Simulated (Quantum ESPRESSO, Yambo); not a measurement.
# KCl (Sylvite): G0W0 on several meshes in Yambo, part 2 of 2

Aim: the GW shift of KCl (Sylvite) against the k mesh.

Quantum ESPRESSO 7.5 and Yambo 5.3.0; PBE and many-body steps on it, plane waves. Known limits of the many-body steps: not at the basis limit; coarse k mesh.

So far. Step 4 (4×4×4): The gap on the mesh goes from 5.19 eV to 8.19 eV, a correction of +3.00 eV. Step 5 (Empty states on the mesh, 2×2×2 mesh, 307 bands): On this mesh the gap is 5.190 eV.

## Step 6: Conversion and set-up

This step: Yambo 5.3.0; conversion and set-up on PBE, plane waves, norm-conserving pseudopotentials.

Command:

```sh
$ (cd o/x.save; p2y > p2y.log; mv SAVE ../..); yambo > setup.log
```

The program printed:

```text
 Yambo, version 5.3.0

 [02] CORE Variables Setup
 =========================

  [02.01] Unit cells
  ==================

  Cell kind             :  FCC
  Atoms in the cell     :  K  Cl
  number of K  atoms    :  1
  number of Cl atoms    :  1

  List of atomic masses
  Mass of K     :  39.09800
  Mass of Cl    :  35.45000

  List of atomic coordinates    : [cc]
  K1       :  0.000000  0.000000  0.000000  order 1
  Cl1       :  5.945967  5.945967  5.945967  order 2

  Alat factors          :  5.945967  5.945967  5.945967 [a.u.]
  Direct lattice volume :  420.4336 [a.u.]
[...]
0.000000  0.000000  0.000000  0.000000  0.000000  0.000000  0.000000  0.000000

 [03] Transferred momenta grid and indexing
 ==========================================

 IBZ Q-points                                      :  3
 BZ  Q-points                                      :   8

 K/Q-points units:
 rlu = crystal or reduced units; cc = cartesian coordinates; iku = interal k-units

 Q [1]          [rlu]:  0.000000  0.000000  0.000000
 Q [2]          [rlu]:  0.17883E-18  0.17883E-18 -0.50000
 Q [3]          [rlu]: -0.10257E-16 -0.50000     -0.50000

  [03.01] X indexes
  =================

   [03.01.01] Sigma indexes
   ========================

 [06] Game Over & Game summary
```

It took 3.5 s on 1 MPI rank of Intel Xeon Platinum 8259CL at 2.50GHz (Skylake/Cascade Lake), shared host; peak memory 0.25 GiB.

## Step 7: 2×2×2

This step: G0W0 on PBE, plane waves, norm-conserving pseudopotentials.

Input file gw11.in:

```
HF_and_locXC
gw0
dyson
ppa
em1d
rim_cut
RandQpts= 1000000
RandGvec= 1 RL
EXXRLvcs= 66 Ry
VXCRLvcs= 264 Ry
Chimod= "HARTREE"
% BndsRnXp
 1 | 307 |
%
NGsBlkXp= 17 Ry
% LongDrXp
 1 | 1 | 1 |
%
% GbndRnge
 1 | 307 |
%
DysSolver= "n"
ExtendOut
PPAPntXp= 27.21138 eV
% QPkrange
 1 | 1 | 7 | 10 |
%
```

Command:

```sh
$ OMP_NUM_THREADS=1 mpirun -n 4 yambo -F gw11.in -J gw11 -C gw11 > gw11.log
```

The program printed:

```text
 Yambo, version 5.3.0

 [02] CORE Variables Setup
 =========================

  [... cell, symmetries and grids as in the set-up ...]

  [02.05] Energies & Occupations
  ==============================

  [X] === General ===
  [X] Electronic Temperature                        :  0.000000  0.000000 [eV K]
  [X] Bosonic    Temperature                        :  0.000000  0.000000 [eV K]
  [X] Finite Temperature mode                       : no
  [X] El. density                                   :  0.25681E+24 [cm-3]
  [X] Fermi Level                                   :  0.904510 [eV]

  [X] === Gaps and Widths ===
  [X] Conduction Band Min                           :  5.189547 [eV]
  [X] Valence Band Max                              :  0.000000 [eV]
  [X] Filled Bands                                  :   8
  [X] Empty Bands                                   :    9  307
  [X] Direct Gap                                    :  5.189547 [eV]
  [X] Direct Gap localized at k                     :  1
  [X] Indirect Gap                                  :  5.189547 [eV]
  [X] Indirect Gap between kpts                     :  1  1
  [X] Last valence band width                       :  0.324872 [eV]
  [X] 1st conduction band width                     :  2.392897 [eV]

 [03] Transferred momenta grid and indexing
 ==========================================

 IBZ Q-points                                      :  3
 BZ  Q-points                                      :   8

 K/Q-points units:
 rlu = crystal or reduced units; cc = cartesian coordinates; iku = interal k-units

 Q [1]          [rlu]:  0.000000  0.000000  0.000000
 Q [2]          [rlu]:  0.17883E-18  0.17883E-18 -0.50000
 Q [3]          [rlu]: -0.10257E-16 -0.50000     -0.50000

 [04] Coloumb potential Random Integration (RIM)
[...]
================================================

 [VXC] Plane waves :  30467
 [EXS] Plane waves :   3943

 QP @ state[ 1 ] K range:  1  1
 QP @ state[ 1 ] b range:   7  10

 [xc] Functional : Perdew, Burke & Ernzerhof(X)+Perdew, Burke & Ernzerhof(C)
 [xc] LIBXC used to calculate xc functional
  PP Number of Atomic Species                      :  2
  NLCC RL compoments                               :  30467
  PP Number of Atomic Species                      :  2
  NLCC RL compoments                               :  30467

 [xc] E_xc :  -7.324587 [Ha]
      E_xc :  -14.64917 [Ry]

  Local XC kind (lXC) : Perdew, Burke & Ernzerhof(X)+Perdew, Burke & Ernzerhof(C)
  Non-Local XC kind (nlXC) : Hartree-Fock

  Corrections @ K [1] :  [eV]
 <7|nlXC|7> = -18.40564  0.19278E-16 <7|lXC|7> = -14.16100  0.000000
 <8|nlXC|8> = -18.40564  0.11372E-16 <8|lXC|8> = -14.16100  0.000000
 <9|nlXC|9> = -3.035754 -0.31952E-17 <9|lXC|9> = -6.912976  0.000000
 <10|nlXC|10> = -3.983685  0.14246E-17 <10|lXC|10> = -8.933557 -0.37763E-15

 [08] Dyson equation: Newton solver
 ==================================

  [08.01] G0W0 (W PPA)
  ====================

  [  GW  ] Bands range     :    1  307
  [GW/PPA] G damping       :  0.100000 [eV]

  QP @ state[ 1 ] K range:  1  1
  QP @ state[ 1 ] b range:   7  10

   Sc/G bands                                       :    1  307
   Sc/G damping                                     :  0.100000 ev
   Sc bands terminator                              : no
   Sx RL components                                 :   3943

   QP @ state[ 1 ] K range                          :  1  1
   QP @ state[ 1 ] b range                          :   7  10
   GF energies kind                                 : Perdew, Burke & Ernzerhof(X)+Perdew, Burke & Ernzerhof(C)
   GF WF`s kind                                     : Perdew, Burke & Ernzerhof(X)+Perdew, Burke & Ernzerhof(C)
   Xs energies kind                                 : Perdew, Burke & Ernzerhof(X)+Perdew, Burke & Ernzerhof(C)
   Xs WF`s kind                                     : Perdew, Burke & Ernzerhof(X)+Perdew, Burke & Ernzerhof(C)

 [11] Game Over & Game summary
```

Wall time 53 s (4 MPI ranks); peak memory 1.6 GiB; 3.4 min of CPU time.

Numbers from this step:

```
G0W0 gap on the points computed              : 8.072 eV
starting gap on the mesh                     : 5.190 eV
k of the valence top                         : 0, 0, 0
k of the conduction bottom                   : 0, 0, 0
least direct G0W0 gap on the computed points : 8.072 eV
Z at the valence top                         : 0.8172
Z at the conduction bottom                   : 0.8757
```

Against G0W0 in Yambo (4×4×4 mesh, 307 bands, screening to 231.3 eV, Godby-Needs plasmon pole), the gap moves by −0.118 eV.

## Step 8: The runs together

Times are wall times on 4 MPI ranks of Intel Xeon Platinum 8259CL at 2.50GHz (Skylake/Cascade Lake), shared host, good to a factor of about two.

```csv
run,mesh,bands,screening cutoff (eV),DFT gap (eV),gap on the mesh (eV),direct (eV),time
4×4×4,4×4×4,307,231.3,5.190,8.190,8.190,10 min
2×2×2,2×2×2,307,231.3,5.190,8.072,8.072,53 s
```

## Step 9: Outcome

```yaml
4x4x4: 8.190 eV
2x2x2: 8.072 eV
known_limits: not at the basis limit; coarse k mesh
```

What this shows: 2×2×2: −0.118 eV against 4×4×4. Bands and cutoff are finite, so the gap is not at the basis limit. The miss can reach some tenths of an eV and take either sign; the mesh is an error of its own. In the G0W0 runs levels were corrected at 1 k point alone, so a gap called «on the mesh» is the least over those, and an edge elsewhere would be missed. Mesh or cutoff lie under what a gap needs, so these runs test behaviour and cost; their gaps are not to be quoted.

[Paths, hosts, dates, memory and timing lines, banners, echoed tables and standing remarks are left out of the program output.]

[Logs are printed without paths, hosts, clocks, repeated set-up lines and the standing remarks that a program may print on its own settings, such as how far it seeks lower states.]

[Runs of the session that timed out or met a known fault of the program may be left out.]

[Hosts, paths, dates, database ids (printed as entryN), source tags and the programs' standing remarks are cut or masked in the printed files.]
